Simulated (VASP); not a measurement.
# GaSb (F-43m) in VASP: band structure with PBE

Aim: the band structure of GaSb with PBE.

Everything below comes from runs of VASP 6.6.1. Logs are shortened: lines on timing, memory, paths and dates and some standing lists are left out, and cuts for length are marked.

**The experiment to reproduce.**

A printed reference work, data compilation reports, for a bulk crystal of GaSb at 4.2 K: band gap 0.811 eV (direct).

How close the calculation comes is told below.

### 1 The structure

Symmetry: F-43m, No. 216, cubic system. The conventional cell has a = 6.217 Å, b = 6.217 Å, c = 6.217 Å, α = 90.00°, β = 90.00°, γ = 90.00°. Ga (site symmetry -43m) is surrounded by 4 Sb at 2.69 Å. Around Sb (site symmetry -43m) lie 4 Ga at 2.69 Å.

### 2 Band structure, PBE

INCAR

```
SYSTEM = GaSb
ALGO = Normal
EDIFF = 1E-6
ENCUT = 520
GGA = PE
ICORELEVEL = 1
ISIF = 2
ISMEAR = 0
LASPH = .True.
LCHARG = .False.
LREAL = .False.
LWAVE = .False.
NBANDS = 16
NELM = 80
PREC = Accurate
SIGMA = 0.03
```

KPOINTS

```
k-points
0
Gamma
  10 10 10
  0 0 0
```

POSCAR

```
GaSb                                    
1.0
    0.0000000000      3.1084296416      3.1084296416
    3.1084296416      0.0000000000      3.1084296416
    3.1084296416      3.1084296416      0.0000000000
  Ga              Sb            
     1     1
Direct
     0.0000000000000000    0.0000000000000000    0.0000000000000000
     0.2500000000000000    0.2500000000000000    0.2500000000000000
```

KPOINTS_OPT

```
explicit points
209
Reciprocal
 0.0000000000  0.0000000000  0.0000000000 1
 0.0263157895  0.0000000000  0.0263157895 1
 0.0526315789  0.0000000000  0.0526315789 1
 0.0789473684  0.0000000000  0.0789473684 1
 0.1052631579  0.0000000000  0.1052631579 1
 0.1315789474  0.0000000000  0.1315789474 1
[... 201 lines left out ...]
 0.4250000000  0.0000000000  0.4250000000 1
 0.4500000000  0.0000000000  0.4500000000 1
```

Potentials or basis: VASP PAW PBE potentials, release 64 (Ga_d, Sb).

Run with:

```console
$ cat potpaw_PBE.64/Ga_d/POTCAR potpaw_PBE.64/Sb/POTCAR > POTCAR
$ mpirun -np 1 vasp_std > vasp.out
```

OUTCAR:

```text
SYSTEM = GaSb
   EDIFF = 1E-6
   ENCUT = 520
   GGA = PE
   ISIF = 2
   ISMEAR = 0
   LASPH = .True.
   LREAL = .False.
   NELM = 80
   PREC = Accurate

 ion  position               nearest neighbor table
   1  0.000  0.000  0.000-   2 2.69   2 2.69   2 2.69   2 2.69
   2  0.250  0.250  0.250-   1 2.69   1 2.69   1 2.69   1 2.69

  LATTYP: Found a face centered cubic cell.
 ALAT       =     6.2168592832

  Lattice vectors:

 A1 = (   0.0000000000,   3.1084296416,   3.1084296416)
 A2 = (   3.1084296416,   0.0000000000,   3.1084296416)
 A3 = (   3.1084296416,   3.1084296416,   0.0000000000)

Analysis of symmetry for initial positions (statically):
=====================================================================
 Subroutine PRICEL returns:
 Original cell was already a primitive cell.

 Routine SETGRP: Setting up the symmetry group for a
 face centered cubic supercell.

 Subroutine GETGRP returns: Found 24 space group operations
 (whereof 24 operations were pure point group operations)
 out of a pool of 48 trial point group operations.

The static configuration has the point symmetry T_d .

Analysis of symmetry for dynamics (positions and initial velocities):
=====================================================================
 Subroutine PRICEL returns:
 Original cell was already a primitive cell.

 Routine SETGRP: Setting up the symmetry group for a
 face centered cubic supercell.

 Subroutine GETGRP returns: Found 24 space group operations
 (whereof 24 operations were pure point group operations)
 out of a pool of 48 trial point group operations.

The dynamic configuration has the point symmetry T_d .

 Subroutine INISYM returns: Found 24 space group operations
 (whereof 24 operations are pure point group operations),
 and found     1 'primitive' translations

----------------------------------------------------------------------------------------

                                     Primitive cell

  volume of cell :      60.0694

  direct lattice vectors                    reciprocal lattice vectors
     0.000000000  3.108429642  3.108429642    -0.160852925  0.160852925  0.160852925
     3.108429642  0.000000000  3.108429642     0.160852925 -0.160852925  0.160852925
     3.108429642  3.108429642  0.000000000     0.160852925  0.160852925 -0.160852925

[... 83 lines left out ...]
   EDIFF  = 0.1E-05   stopping-criterion for ELM
   LREAL  =      F    real-space projection
   EDIFFG = 0.1E-04   stopping-criterion for IOM
   NSW    =      0    number of steps for IOM
   IBRION =     -1    ionic relax: 0-MD 1-quasi-New 2-CG
   NFREE  =      0    steps in history (QN), initial steepest desc. (CG)
   ISIF   =      2    stress and relaxation
   ISYM   =      2    0-nonsym 1-usesym 2-fastsym
   POTIM  = 0.5000    time-step for ionic-motion
   TEBEG  =    0.0;   TEEND  =   0.0 temperature during run
   PSTRESS=    0.0 pullay stress
   NELECT =      18.0000    total number of electrons
   NUPDOWN=      -1.0000    fix difference up-down
   EMIN   =  10.00;   EMAX   =-10.00  energy-range for DOS
   EFERMI =   0.00;   METHOD = LEGACY
   ISMEAR =     0;   SIGMA  =   0.03  broadening in eV -4-tet -1-fermi 0-gaus
   EFERMI_NEDOS =   21; number of points for ismear=-14 and -15
   IALGO  =     38    algorithm
   IMIX   =      4    mixing-type and parameters
     AMIX     =   0.40;   BMIX     =  1.00
     AMIX_MAG =   1.60;   BMIX_MAG =  1.00
  volume/ion in A,a.u.               =      30.03       202.68
  Fermi-wavevector in a.u.,A,eV,Ry     =   1.095506  2.070206 16.328796  1.200133
  Thomas-Fermi vector in A             =   2.231830
   LORBIT       =      0    0 simple, 1 ext, 2 COOP (PROOUT), +10 PAW based schemes
   GGA     = PE    functional components
   LHFCALC =     F    Hartree Fock is set to
   AEXX    =    0.0000 exact exchange contribution
   IVDW    =     0    specifies the selected vdW correction
   LEPSILON=     F    determine dielectric tensor
   LRPA    =     F    only Hartree local field effects (RPA)
 non-spin polarized calculation
 Gauss-broadening in eV      SIGMA  =   0.03
  energy-cutoff  :      520.00
  volume of cell :       60.07
 maximum number of plane-waves:      1639
 NGX is ok and might be reduce to    36
   NGX = 17   NGY = 17   NGZ = 17

 number of electron      17.9999991 magnetization

 Free energy of the ion-electron system (eV)
  ---------------------------------------------------
  ext. energy  EPLUGINS =         0.00000000
  ---------------------------------------------------
  free energy    TOTEN  =        -7.37159621 eV

  energy without entropy =       -7.37154993  energy(sigma->0) =       -7.37157307

 the core state eigenenergies are
   1-  1s -10220.1458  2s  -1253.5341  2p  -1090.0016  3s   -139.4670  3p    -90.1957

   2-  1s -30288.6445  2s  -4600.5962  2p  -4128.7037  3s   -894.3235  3p   -740.5764
       3d   -506.1474  4s   -139.3925  4p    -92.3664  4d    -24.1793

 E-fermi :   4.3998     XC(G=0):  -8.8807

 val. band max:        4.3906149509   @ k =   0.0000   0.0000   0.0000
 cond. band min:       4.6982969703   @ k =   0.5000   0.0000   0.0000
 fundamental gap:      0.3076820195
 Fermi energy:         4.3997516519

 k-point     1 :       0.0000    0.0000    0.0000
  band No.  band energies     occupation
      1     -10.5552      2.00000
      2     -10.5552      2.00000
      3     -10.5552      2.00000
      4     -10.5125      2.00000
      5     -10.5125      2.00000
      6      -6.7616      2.00000
[... 277 lines left out ...]
 k-point    16 :       0.2000    0.2000    0.0000
  band No.  band energies     occupation

------------------------ aborting loop because EDIFF is reached ----------------------------------------

  FORCE on cell =-STRESS in cart. coord.  units (eV):
  Direction    XX          YY          ZZ          XY          YZ          ZX
  --------------------------------------------------------------------------------------
  -------------------------------------------------------------------------------------
  Total        0.0027230      0.0027230      0.0027230      0.0000000      0.0000000     -0.0000000
  in kB        0.0726287      0.0726287      0.0726287      0.0000000      0.0000000     -0.0000000
  external PRESSURE =       0.0726287 kB  Pullay stress =       0.0000000 kB

 VOLUME and BASIS-vectors are now :
 -----------------------------------------------------------------------------
  energy-cutoff  :      520.00
  volume of cell :       60.07
      direct lattice vectors                 reciprocal lattice vectors
     0.000000000  3.108429642  3.108429642    -0.160852925  0.160852925  0.160852925
     3.108429642  0.000000000  3.108429642     0.160852925 -0.160852925  0.160852925
     3.108429642  3.108429642  0.000000000     0.160852925  0.160852925 -0.160852925

 POSITION                                       TOTAL-FORCE (eV/Angst)
 -----------------------------------------------------------------------------------
      0.00000      0.00000      0.00000         0.000000      0.000000      0.000000
      1.55421      1.55421      1.55421        -0.000000     -0.000000     -0.000000
 -----------------------------------------------------------------------------------
    total drift:                                0.000001      0.000001      0.000001

  FREE ENERGIE OF THE ION-ELECTRON SYSTEM (eV)
  ---------------------------------------------------
  free  energy   TOTEN  =        -7.3715962117 eV

  energy  without entropy=       -7.3715499330  energy(sigma->0) =       -7.37157307
```

Run time: 56 s. Hardware: 1 thread of Intel Xeon 6975P-C (Granite Rapids), shared host; peak memory 0.24 GiB.

What came out:

```
Free energy             : -7.3716 eV
Pressure                : 0.0 GPa
Band gap along the path : none (metal or under the smearing width)
```

Levels at the corners of the path, in eV from the Fermi level:
| point | band 7 | band 8 | band 9 | band 10 | band 11 | band 12 |
| --- | --- | --- | --- | --- | --- | --- |
| Γ | -0.31 | -0.01 | -0.01 | -0.01 | 2.78 | 2.78 |
| X | -6.61 | -2.42 | -2.42 | 0.94 | 1.33 | 8.36 |
| X | -6.61 | -2.42 | -2.42 | 0.94 | 1.33 | 8.36 |
| W | -6.49 | -3.14 | -2.93 | 3.50 | 4.29 | 4.30 |
| W | -6.49 | -3.14 | -2.93 | 3.50 | 4.29 | 4.30 |
| K | -6.44 | -3.39 | -2.06 | 1.43 | 3.79 | 6.38 |
| K | -6.44 | -3.39 | -2.06 | 1.43 | 3.79 | 6.38 |
| Γ | -0.31 | -0.01 | -0.01 | -0.01 | 2.78 | 2.78 |
| Γ | -0.31 | -0.01 | -0.01 | -0.01 | 2.78 | 2.78 |
| L | -6.15 | -1.09 | -1.09 | 0.30 | 3.74 | 3.74 |
| L | -6.15 | -1.09 | -1.09 | 0.30 | 3.74 | 3.74 |
| U | -6.44 | -3.39 | -2.06 | 1.43 | 3.79 | 6.38 |
| U | -6.44 | -3.39 | -2.06 | 1.43 | 3.79 | 6.38 |
| W | -6.49 | -3.14 | -2.93 | 3.50 | 4.29 | 4.30 |
| W | -6.49 | -3.14 | -2.93 | 3.50 | 4.29 | 4.30 |
| L | -6.15 | -1.09 | -1.09 | 0.30 | 3.74 | 3.74 |
| L | -6.15 | -1.09 | -1.09 | 0.30 | 3.74 | 3.74 |
| K | -6.44 | -3.39 | -2.06 | 1.43 | 3.79 | 6.38 |
| U | -6.44 | -3.39 | -2.06 | 1.43 | 3.79 | 6.38 |
| X | -6.61 | -2.42 | -2.42 | 0.94 | 1.33 | 8.36 |

Core levels (eV, on the scale of the bands):
| atom | levels |
| --- | --- |
| 1 Ga | 1s -10220.1, 2s -1253.5, 2p -1090.0, 3s -139.5, 3p -90.2 |
| 2 Sb | 1s -30288.6, 2s -4600.6, 2p -4128.7, 3s -894.3, 3p -740.6, 3d -506.1, 4s -139.4, 4p -92.4, 4d -24.2 |

Caveat: spin-orbit coupling is left out, which moves the levels of the heavy elements; this crystal is a semiconductor, whose small gap the functional closes, so the metal is an error of the method.

### 3 How close it comes

Step 2. Measured gap of GaSb: 0.811 eV (direct; 4.2 K; a printed reference work, data compilation). This calculation gives 0.00 eV (-0.81 eV). Spin-orbit coupling on Ga, Sb is left out. The value is that of PBE, without temperature or zero-point motion. Semilocal functionals fall short of measured gaps as a rule.
